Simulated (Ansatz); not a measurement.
# TaN (P-62m) in Ansatz: a series of runs

The runs below take TaN through relaxation of cell and atoms, with PBEsol+D3(BJ), PBEsol+D4.

Everything below comes from runs of Ansatz 0.2.0. Logs are shortened: lines on timing, memory, paths and dates and some standing lists are left out, and cuts for length are marked.

## (1) The crystal as given

Symmetry: P-62m, No. 189, hexagonal system. The conventional cell has a = 5.196 Å, b = 5.196 Å, c = 2.911 Å, α = 90.00°, β = 90.00°, γ = 120.00°. Ta (site symmetry -62m) is surrounded by 3 N at 2.04 Å. Ta (site symmetry -6) has 6 N at 2.16 Å as nearest neighbours. Around N (site symmetry m2m) lie 5 Ta at 2.04 to 2.16 Å.

## (2) Relaxation of cell and atoms, PBEsol+D3(BJ)

input.yaml reads:

```yaml
crystal:
  lattice:
    - [5.196, 0.0, 0.0]
    - [-2.598, 4.4998679981, 0.0]
    - [0.0, 0.0, 2.911]
  atoms:
    - { symbol: Ta, position: [0.0, 0.0, 0.0] }
    - { symbol: Ta, position: [0.6666666667, 0.3333333333, 0.5] }
    - { symbol: Ta, position: [0.3333333333, 0.6666666667, 0.5] }
    - { symbol: "N", position: [0.0, 0.39285, 0.0] }
    - { symbol: "N", position: [0.60715, 0.60715, 0.0] }
    - { symbol: "N", position: [0.39285, 0.0, 0.0] }
hamiltonian:
  xc: pbesol
  pseudopotentials: { kind: paw }
  dispersion: d3bj
kpoints:
  mp_grid: { grid: [6, 6, 9] }
scf:
  occupations: { method: fermi_dirac, width: 0.05 }
output:
  forces: true
  stress: true
  eigenvalues: true
relax:
  f_tol: 0.01
  max_steps: 40
  cell: { stress_tol: 0.05 }
```

Potentials or basis: Ansatz PAW.

Command:

```sh
> ansatz run input.yaml --threads 2 --pin off --max-ram 5632MiB --backend cpu --events-out ev --progress --plain --runs-dir out
```

Output:

```text
Warning: RAYON_NUM_THREADS=2 ignored (pool sized by the plan → 2); use --threads N
Engine: ansatz 0.2.0, x86_64-unknown-linux-gnu
Pseudopotentials: kind: paw
Pseudopotential: Ta, paw, valence charge 13, recommended cutoff 420 eV (normal), Ta.paw.azcp
Pseudopotential: N, paw, valence charge 5, recommended cutoff 420 eV (normal), N.paw.azcp
Functional definition: PBEsol
  exchange = pbesol_x
  correlation = pbesol_c
Crystal: 6 atoms, lattice volume = 68.063 Å³
Basis set: ecut = 420 eV, 1287 PW (Γ), exchange–correlation on 72×72×40 points (8 copies of the dense FFT grid, shifted against one another)
Bands: 33, of which v1, the nominal top of the filled ones, is band 27 counted from 1 (26 counted from 0)
Symmetry: 12 space group operations
Space group: P-62m (ITA 189), of the structure as read, at distance tolerance 4.1e-5 Å
k-points: 35 of 324 (time reversal used)
Non-local potential: Ta, projectors of the file, l = 0: 3, l = 1: 2, l = 2: 2, l = 3: 1
Non-local potential: N, projectors of the file, l = 0: 2, l = 1: 2, l = 2: 1
PAW form: soft (Blöchl's): semilocal exchange-correlation on the pseudo side does not see the compensation charge
PAW frozen core: Ta, regenerated for the run's functional, and the local potential with it (the file was generated under x = pbe(κ = 0.804, μ = 0.2195149727645171), c = pbe(β = 0.06672455060314922))
PAW frozen core: N, regenerated for the run's functional, and the local potential with it (the file was generated under x = pbe(κ = 0.804, μ = 0.2195149727645171), c = pbe(β = 0.06672455060314922))
PAW one-centre angular grid: Ta, 590 points (default); XC on 64 Gauss nodes
PAW one-centre angular grid: N, 110 points (default); XC on 64 Gauss nodes
Initial density: superposition of atomic densities (neutral atoms: chi_scale 0, normalization atom), corrected by the library's trained network
Initial wavefunctions: pseudopotential atomic-orbital guess
Functional: x = pbesol(κ = 0.804, μ = 0.12345679012345678), c = pbesol(β = 0.046)
SCF iter   1: F=—  HF=-30565.607988 eV  |F-HF|=—  |Δ(HF+E_count)|=         —  Δρ=1.19e-2  dr2=8.80e-2  ethr=1.77e-3  ⟨swp⟩=6.0  Hψ=4801  notcnv=0
preconditioner: auto → Kerker (q_TF=auto, 2.625 Å⁻¹)  [metal: Δε(μ)=0.002 eV  Ē_g=9.475 eV  σ=0.050 eV  W_gap=0.01  n_scr=26 (ndim 8)  ℏωp=24.7 eV  f_vac=0.000  D(μ)=0.89/eV (n_scr^D=6)]
SCF iter   2: F=—  HF=-30565.591941 eV  |F-HF|=—  |Δ(HF+E_count)|=   1.60e-2  Δρ=4.81e-3  dr2=1.26e-2  ethr=1.63e-4  ⟨swp⟩=2.1  Hψ=1895  notcnv=0  defer=16
SCF iter   3: F=—  HF=-30565.590160 eV  |F-HF|=—  |Δ(HF+E_count)|=   1.78e-3  Δρ=2.18e-3  dr2=2.93e-3  ethr=2.34e-5  ⟨swp⟩=1.5  Hψ=1328  notcnv=0  defer=16
SCF iter   4: F=—  HF=-30565.589506 eV  |F-HF|=—  |Δ(HF+E_count)|=   6.54e-4  Δρ=3.96e-4  dr2=7.80e-5  ethr=5.43e-6  ⟨swp⟩=2.0  Hψ=1581  notcnv=0  defer=16
SCF iter   5: F=—  HF=-30565.589542 eV  |F-HF|=—  |Δ(HF+E_count)|=   3.61e-5  Δρ=7.70e-5  dr2=3.67e-6  ethr=1.44e-7  ⟨swp⟩=2.1  Hψ=1628  notcnv=0  defer=16
SCF iter   6: F=—  HF=-30565.589542 eV  |F-HF|=—  |Δ(HF+E_count)|=   3.11e-7  Δρ=1.81e-5  dr2=2.14e-7  ethr=6.80e-9  ⟨swp⟩=2.4  Hψ=1781  notcnv=0  defer=16
SCF iter   7: F=-30565.589542 eV  HF=-30565.589542 eV  |F-HF|=2.04e-9  |Δ(HF+E_count)|=   1.57e-8  Δρ=3.13e-6  dr2=5.61e-9  ethr=1.85e-10  ⟨swp⟩=6.9  Hψ=4485  notcnv=0
SCF 1 converged in 7 iterations: F = -30565.589542 eV  dr2 = 5.61e-9
[... 74 lines left out ...]
Harris-Foulkes:  -30565.656823 eV  (|F-HF|=1.09e-11)
Internal energy: -30565.650302 eV  (E = F + TS)
E sigma→0 (E₀):  -30565.653562 eV
Entropy (-TS):   -0.006521 eV (-1.087 meV/atom)
Fermi energy:    20.237814 eV
--- Per-component energies (eV) ---
  E_band       = -191.118938
  E_kinetic    = 1503.350556
  E_local      = -1975.245451  (includes V_loc(G=0)·N_el)
  E_nonlocal   = 190.001038
  E_hartree    = 671.769697
  E_xc         = -834.692144
  E_vxc        = -846.270048  (∫ρ·V_xc dr)
  E_paw        = -25187.490467  (= ΣΔE_a)
  E_vpaw       = -406.495275  (= ΣTr[D̂ρ^β])
  E_aug_tail   = 0.000778  (compensation charges beyond the density's cutoff)
  E_ewald      = -4931.367868
  E_disp       = -2.701676  (pairwise vdW)
  E_core_change = 0.725236  (= ΣΔE_core)
  E_smearing   = -0.006521  (= −TS)
  E_closure    = -0.000000  (closes the sum)
  Σ components = -30565.656823   (vs F -30565.656823, Δ=0.00e0)
--- Forces (eV/Å), atoms counted from 1 ---
  atom   1  Ta    -0.00000000    -0.00000000     0.00000000
  atom   2  Ta    -0.00000000    -0.00000000     0.00000000
  atom   3  Ta     0.00000000     0.00000000     0.00000000
  atom   4  N     -0.00001113     0.00001929     0.00000000
  atom   5  N     -0.00001113    -0.00001929     0.00000000
  atom   6  N      0.00002227     0.00000000     0.00000000
  max |Σ_I F_I| component: 3.89e-16 eV/Å
--- Stress (GPa, compression-positive) ---
       -0.002598      -0.000000       0.000000
       -0.000000      -0.002598       0.000000
        0.000000       0.000000      -0.001388
  P = ⅓ Tr σ = -0.0022 GPa (-0.022 kbar)
--- Band table (eV; the first three rows and the last of 35) ---
  k-point 0: bands = ["-48.9815", "-48.9290", "-48.3551", "-15.8778", "-15.8778", "-15.4942", "-15.4942", "-15.2872", "-15.1628", "-15.0443", "-15.0443", "-14.3658", "1.7012", "4.5995", "4.5995", "10.5961", "13.5140", "13.5140", "13.6049", "14.3197", "14.3197", "15.1185", "15.1185", "15.9195", "16.8808", "18.2809", "19.2935", "19.2935", "20.8497", "20.8497", "22.1700", "22.2665", "22.2665"]
  k-point 1: bands = ["-48.9753", "-48.9230", "-48.3498", "-15.8578", "-15.8578", "-15.4728", "-15.4728", "-15.4087", "-15.2707", "-15.0435", "-15.0435", "-14.4575", "1.9525", "4.5219", "4.5219", "11.0299", "13.2760", "13.2760", "13.8067", "14.2398", "14.2398", "15.0470", "15.0470", "15.2759", "17.3271", "18.7864", "18.7864", "18.8779", "21.4956", "21.4956", "22.3079", "22.3079", "22.3791"]
  k-point 2: bands = ["-48.9595", "-48.9079", "-48.3364", "-15.8067", "-15.8067", "-15.7057", "-15.5360", "-15.4156", "-15.4156", "-15.0444", "-15.0444", "-14.6839", "2.6159", "4.3174", "4.3174", "12.1844", "12.7442", "12.7442", "13.4176", "14.0307", "14.0307", "14.8661", "14.8661", "14.9000", "18.3097", "18.3097", "18.6334", "20.2393", "21.7275", "21.7275", "22.4651", "22.4651", "22.9841"]
  k-point 34: bands = ["-48.9046", "-48.9046", "-48.3112", "-16.1372", "-16.1372", "-15.7838", "-15.4992", "-15.4992", "-15.2280", "-15.0605", "-15.0508", "-15.0508", "3.5632", "4.2906", "4.2906", "11.8914", "11.8914", "12.8018", "12.8298", "12.8298", "13.5164", "13.5912", "16.0546", "16.0546", "17.7037", "17.7037", "18.5087", "22.6031", "22.6031", "22.8815", "23.1856", "23.1856", "24.1527"]
--- Relaxed structure (6 steps of the walk, 6 accepted, 2 SCFs on fresh bases) ---
  F+E_penalty+E_count = -30565.65682293 eV   max|allowed force component| = 2.227e-5 eV/Å   (the final SCF, on the basis selected at the relaxed cell)
  cell:  # Å, volume = 65.9854 Å³
    - [5.144742856517207, 2.0424809189777883e-35, 0.0]
    - [-2.5723714282586037, 4.4554780096824205, 0.0]
    - [0.0, 0.0, 2.8786573572627256]
  atoms:
    - { symbol: Ta, position: [-8.281049134796458e-21, 3.2125451174645854e-20, 0.0] }
    - { symbol: Ta, position: [0.6666666666666665, 0.3333333333333333, 0.49999999999999994] }
    - { symbol: Ta, position: [0.3333333333333333, 0.6666666666666666, 0.49999999999999994] }
    - { symbol: N, position: [2.7755575615628914e-17, 0.39416430018044707, 0.0] }
    - { symbol: N, position: [0.6058356998195529, 0.6058356998195528, 0.0] }
    - { symbol: N, position: [0.394164300180447, 3.2125451174645884e-20, 0.0] }
```

It took 26 s on 2 threads of Intel Xeon at 2.70GHz, shared host; peak memory 0.4 GiB.

Results:

* Free energy: -30565.6568 eV
* Relaxed volume: 11.00 Å³/atom
* Relaxed cell: a = 5.145 Å, b = 5.145 Å, c = 2.879 Å, α = 90.00°, β = 90.00°, γ = 120.00°
* Space group after relaxing (to 0.05 Å): P-62m (No. 189)
* Energy gained by relaxing: 11.2 meV/atom
* Ionic steps: 8
* Pressure after relaxing: 0.0 GPa
* Band gap on the k mesh: none (metal or under the smearing width)

Step by step:
| step | energy change (eV) | largest force (eV/Å) | volume (Å³) |
| --- | --- | --- | --- |
| 1 | 0.0000 | 0.0162 | 68.06 |
| 2 | -0.0614 | 0.0581 | 65.13 |
| 3 | -0.0720 | 0.0093 | 66.04 |
| 4 | -0.0723 | 0.0269 | 66.00 |
| 5 | -0.0723 | 0.0012 | 66.01 |
| 6 | -0.0673 | 0.0011 | 66.01 |
| 7 | -0.0674 | 0.0000 | 65.99 |
| 8 | -0.0673 | 0.0000 | 65.99 |

Final structure:
```cif
data_structure
_symmetry_space_group_name_H-M 'P 1'
_symmetry_Int_Tables_number 1
_cell_length_a 5.1447
_cell_length_b 5.1447
_cell_length_c 2.8787
_cell_angle_alpha 90.000
_cell_angle_beta 90.000
_cell_angle_gamma 120.000
_cell_volume 65.99
loop_
_atom_site_label
_atom_site_type_symbol
_atom_site_fract_x
_atom_site_fract_y
_atom_site_fract_z
_atom_site_occupancy
Ta1 Ta 0.00000 0.00000 0.00000 1
Ta2 Ta 0.66667 0.33333 0.50000 1
Ta3 Ta 0.33333 0.66667 0.50000 1
N1 N 0.00000 0.39416 0.00000 1
N2 N 0.60584 0.60584 0.00000 1
N3 N 0.39416 0.00000 0.00000 1
```

Levels at points of the mesh, in eV from the Fermi level:
| k point | band 23 | band 24 | band 25 | band 26 | band 27 | band 28 | band 29 | band 30 | band 31 | band 32 |
| --- | --- | --- | --- | --- | --- | --- | --- | --- | --- | --- |
| (0.00, 0.00, 0.00) | -5.12 | -4.32 | -3.36 | -1.96 | -0.94 | -0.94 | 0.61 | 0.61 | 1.93 | 2.03 |
| (0.00, -0.50, 0.00) | -4.70 | -3.98 | -3.96 | -2.89 | -2.70 | 1.30 | 1.89 | 1.98 | 2.52 | 2.55 |

Caveat: the plane-wave basis is chosen anew once the cell has moved, so the energies of steps on either side of that aren't comparable; the pressure holds a Pulay correction of +0.5 GPa for the finite cutoff; pairwise dispersion overbinds metals, which lowers pressure and volume; the PAW data sets come from PBE, with cores solved anew for the run's functional, which leaves a small shift of forces and pressure. Spin-orbit coupling is left out, which matters for the levels of Ta.

## (3) Relaxation of cell and atoms, PBEsol+D4

input.yaml: that of step 2 with these lines changed.

```diff
@@ -15,3 +15,3 @@
   pseudopotentials: { kind: paw }
-  dispersion: d3bj
+  dispersion: d4
 kpoints:
@@ -24,2 +24,6 @@
   eigenvalues: true
+  write_density: true
+  write_potential: true
+  elf: true
+  volumetric_format: npy
 relax:
```

Potentials or basis: Ansatz PAW.

Command:

```sh
> ansatz run input.yaml --threads 2 --pin off --max-ram 5632MiB --backend cpu --events-out ev --progress --plain --runs-dir out
```

Output:

```text
Warning: RAYON_NUM_THREADS=2 ignored (pool sized by the plan → 2); use --threads N
[... 7 set-up lines as earlier in the session ...]
Crystal: 6 atoms, lattice volume = 68.063 Å³
[... 133 lines left out ...]
  k-point 2: bands = ["-49.2377", "-49.1892", "-48.6107", "-16.0609", "-16.0609", "-15.9627", "-15.8018", "-15.6826", "-15.6826", "-15.3122", "-15.3122", "-14.9534", "2.4350", "4.1123", "4.1123", "11.9959", "12.5620", "12.5620", "13.2158", "13.8358", "13.8358", "14.6543", "14.6543", "14.6690", "18.0848", "18.0848", "18.3993", "19.9741", "21.4612", "21.4612", "22.1748", "22.1748", "22.6653"]
  k-point 34: bands = ["-49.1855", "-49.1855", "-48.5864", "-16.3813", "-16.3813", "-16.0378", "-15.7666", "-15.7666", "-15.5076", "-15.3211", "-15.3139", "-15.3139", "3.3870", "4.0852", "4.0852", "11.7062", "11.7062", "12.6133", "12.6404", "12.6404", "13.3293", "13.3877", "15.8251", "15.8251", "17.4880", "17.4880", "18.2684", "22.3144", "22.3144", "22.5768", "22.8857", "22.8857", "23.8170"]
--- Relaxed structure (6 steps of the walk, 6 accepted, 2 SCFs on fresh bases) ---
  F+E_penalty+E_count = -30564.03805510 eV   max|allowed force component| = 1.143e-4 eV/Å   (the final SCF, on the basis selected at the relaxed cell)
  cell:  # Å, volume = 66.7353 Å³
    - [5.166520424010967, 4.212616895391689e-35, 0.0]
    - [-2.5832602120054835, 4.4743379363646465, 0.0]
    - [0.0, 0.0, 2.88688173722791]
  atoms:
    - { symbol: Ta, position: [-5.033758644431809e-20, -3.1121530825438223e-20, 0.0] }
    - { symbol: Ta, position: [0.6666666666666665, 0.3333333333333333, 0.49999999999999994] }
    - { symbol: Ta, position: [0.3333333333333333, 0.6666666666666666, 0.49999999999999994] }
    - { symbol: N, position: [-5.551115123125783e-17, 0.3935941899653475, 0.0] }
    - { symbol: N, position: [0.6064058100346523, 0.6064058100346523, 0.0] }
    - { symbol: N, position: [0.3935941899653476, -3.11215308254382e-20, 0.0] }
```

rho_z.tsv:

```text
# z_ang	rho[e/angstrom^3]
# format = ansatz-planar-average/11
# lattice	5.166520424	0.000000000	0.000000000
# lattice	-2.583260212	4.474337936	0.000000000
# lattice	0.000000000	0.000000000	2.886881737
# sites	6
# site	73	-0.000000000	-0.000000000	0.000000000
# site	73	2.583260212	1.491445979	1.443440869
# site	73	-0.000000000	2.982891958	1.443440869
# site	7	-1.016756211	1.761073416	0.000000000
# site	7	1.566504001	2.713264521	0.000000000
# site	7	2.033512421	-0.000000000	0.000000000
0.000000	1.119661e0
0.144344	1.081665e0
0.288688	9.675813e-1
0.433032	8.008000e-1
0.577376	6.505343e-1
0.721720	5.846880e-1
[... 12 lines left out ...]
2.598194	9.675813e-1
2.742538	1.081665e0
```

Run time: 31 s. Hardware: 2 threads of Intel Xeon at 2.70GHz, shared host; peak memory 0.4 GiB.

What came out:

* Free energy: -30564.0381 eV
* Relaxed volume: 11.12 Å³/atom
* Relaxed cell: a = 5.167 Å, b = 5.167 Å, c = 2.887 Å, α = 90.00°, β = 90.00°, γ = 120.00°
* Space group after relaxing (to 0.05 Å): P-62m (No. 189)
* Energy gained by relaxing: 4.6 meV/atom
* Ionic steps: 8
* Pressure after relaxing: 0.0 GPa
* Band gap on the k mesh: none (metal or under the smearing width)

The path:
```tsv
step	energy change (eV)	largest force (eV/Å)	volume (Å³)
1	0.0000	0.0109	68.06
2	-0.0266	0.0574	66.21
3	-0.0308	0.0014	66.73
4	-0.0310	0.0029	66.75
5	-0.0310	0.0043	66.75
6	-0.0277	0.0042	66.75
7	-0.0278	0.0001	66.74
8	-0.0278	0.0001	66.74
```

Final structure:
```xyz
6
Lattice="5.1665 0.0000 0.0000 -2.5833 4.4743 0.0000 0.0000 0.0000 2.8869" Properties=species:S:1:pos:R:3 pbc="T T T"
Ta    0.0000    0.0000    0.0000
Ta    2.5833    1.4914    1.4434
Ta    0.0000    2.9829    1.4434
N    -1.0168    1.7611    0.0000
N     1.5665    2.7133    0.0000
N     2.0335    0.0000    0.0000
```

Levels at points of the mesh, in eV from the Fermi level:
```tsv
k point	band 25	band 26	band 27	band 28	band 29	band 30
(0.00, 0.00, 0.00)	-3.33	-1.95	-0.93	-0.93	0.62	0.62
(0.00, -0.50, 0.00)	-3.92	-2.88	-2.68	1.28	1.87	1.96
```

Caveat: the plane-wave basis is chosen anew once the cell has moved, so the energies of steps on either side of that aren't comparable; the pressure holds a Pulay correction of +0.5 GPa for the finite cutoff; pairwise dispersion overbinds metals, which lowers pressure and volume; the PAW data sets come from PBE, with cores solved anew for the run's functional, which leaves a small shift of forces and pressure.
